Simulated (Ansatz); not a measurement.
Wanted: the native input for an Ansatz 0.2.0 run.

| Item | Value |
| --- | --- |
| Task | relaxation of cell and atoms |
| Functional | PBE |
| Potentials or basis | Ansatz PAW |
| Cutoff | 420 eV (not typed: the program's choice for these potentials) |
| k mesh | 5 × 5 × 5 |
| Occupations | fermi-dirac, width 0.05 eV |
| Spin | no spin polarisation |

Crystal: InSe.

```
In Se
1.0
     5.82639   -2.05465    0.00000
     5.82639    2.05465    0.00000
    -1.72323    0.00000    4.77135
In Se
2 2
Direct
  0.88820 0.88820 0.04684
  0.11180 0.11180 0.95316
  0.66093 0.66093 0.66896
  0.33907 0.33907 0.33104
```

The cell comes from a database or a generator and needn't be the stable form of this composition.

These files were run (other wordings do the same):

input.yaml

```yaml
crystal:
  lattice:
    - [5.8263928781, -2.054648955, 0.0]
    - [5.8263928781, 2.054648955, 0.0]
    - [-1.723233014, 0.0, 4.7713478577]
  atoms:
    - { symbol: In, position: [0.88820325, 0.88820325, 0.04684136] }
    - { symbol: In, position: [0.11179675, 0.11179675, 0.95315864] }
    - { symbol: Se, position: [0.66092759, 0.66092759, 0.66895562] }
    - { symbol: Se, position: [0.33907241, 0.33907241, 0.33104438] }
hamiltonian:
  xc: pbe
  pseudopotentials: { kind: paw }
kpoints:
  mp_grid: { grid: [5, 5, 5] }
scf:
  occupations: { method: fermi_dirac, width: 0.05 }
output:
  forces: true
  stress: true
  eigenvalues: true
  write_density: true
  write_potential: true
  elf: true
  volumetric_format: npy
relax:
  f_tol: 0.01
  max_steps: 40
  cell: { stress_tol: 0.05 }
```

Potentials or basis: Ansatz PAW.

Run with:

```sh
$ ansatz run input.yaml --threads 2 --pin off --max-ram 5632MiB --backend cpu --events-out ev --progress --plain --runs-dir out
```

Results of the run:

The relaxed volume is 31.51 Å³/atom. The relaxed cell is a = 6.126 Å, b = 6.126 Å, c = 5.571 Å, α = 107.35°, β = 107.35°, γ = 39.47°. The space group after relaxing (to 0.05 Å) is C2/m (No. 12), the energy gained by relaxing is 6.4 meV/atom and the ionic steps are 9. The pressure after relaxing is 0.0 GPa. The largest force after relaxing is 0.005 eV/Å. The band gap on the k mesh is 1.12 eV, direct.

Caveat: odd divisions of the mesh miss points on the zone boundary, where band edges often lie, so the gap on the mesh can be too wide; the plane-wave basis is chosen anew once the cell has moved, so the energies of steps on either side of that aren't comparable; spin-orbit coupling is left out, which moves the levels of the heavy elements.

It took 34 s on 2 threads of Intel(R) Xeon(R) Platinum 8488C (Sapphire Rapids), on a shared host, peak memory 0.6 GiB.
